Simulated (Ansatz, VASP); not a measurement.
## Sb in VASP and in Ansatz

File INCAR:

```
SYSTEM = Sb
PREC = Accurate ; ENCUT = 520
EDIFF = 1E-8 ; ISMEAR = -1
SIGMA = 0.05 ; LREAL = .False.
LASPH = .True. ; NELM = 60
ALGO = Normal ; ISIF = 2
LWAVE = .False. ; LCHARG = .False.
GGA = PS ; LEFG = .True.
NBANDS = 8
```

Contents of KPOINTS:

```
Automatic mesh
0
Gamma
  12 12 12
  0 0 0
```

File POSCAR:

```
Sb
1.0
    0.0000000000      2.2738475325      2.2738475325
    2.2738475325      0.0000000000      2.2738475325
    2.2738475325      2.2738475325      0.0000000000
Sb
1
Direct
    0.0000000000      0.0000000000      0.0000000000
```

Input for Ansatz:

```yaml
crystal:
  lattice:
    - [0.0, 2.2738475325, 2.2738475325]
    - [2.2738475325, 0.0, 2.2738475325]
    - [2.2738475325, 2.2738475325, 0.0]
  atoms:
    - { symbol: Sb, position: [0.0, 0.0, 0.0] }
kpoints:
  mp_grid: { grid: [12, 12, 12] }
scf:
  occupations: { method: fermi_dirac, width: 0.05 }
hamiltonian:
  xc: pbesol
  pseudopotentials: { kind: all_electron, datasets: crystal }
output:
  forces: true
  stress: true
  eigenvalues: true
  efg: { contact_densities: true }
```

Change from the starting cell: volume scaled by 0.96, crystal datasets.

Alike in both runs: task electric field gradients; functional PBEsol; k mesh 12 × 12 × 12; occupations fermi-dirac, width 0.05 eV; no spin polarisation.

```csv
,VASP,Ansatz
version,VASP 6.6.1,Ansatz 0.2.0
potentials or method,"VASP PAW PBE potentials, release 64 (Sb)","all-electron PAW with datasets made for the crystal, scalar-relativistic"
plane-wave cutoff (eV),520,see its input
```

```tsv
	VASP	Ansatz	Ansatz less VASP
pressure (GPa)	9.2	9.1	-0.07
Vzz of the field gradient on the site that differs most (V/Å²)	0.0	0.0	0.00
```

Ansatz ran all-electron here, so the differences hold the error of VASP's frozen core and of both bases. Ansatz warned: «gradients_without_spin_orbit».

Caveats: the PAW data sets were made with another functional, which shifts forces and pressure a little (VASP). The runs have no spin-orbit coupling, so splittings on Sb are missing.
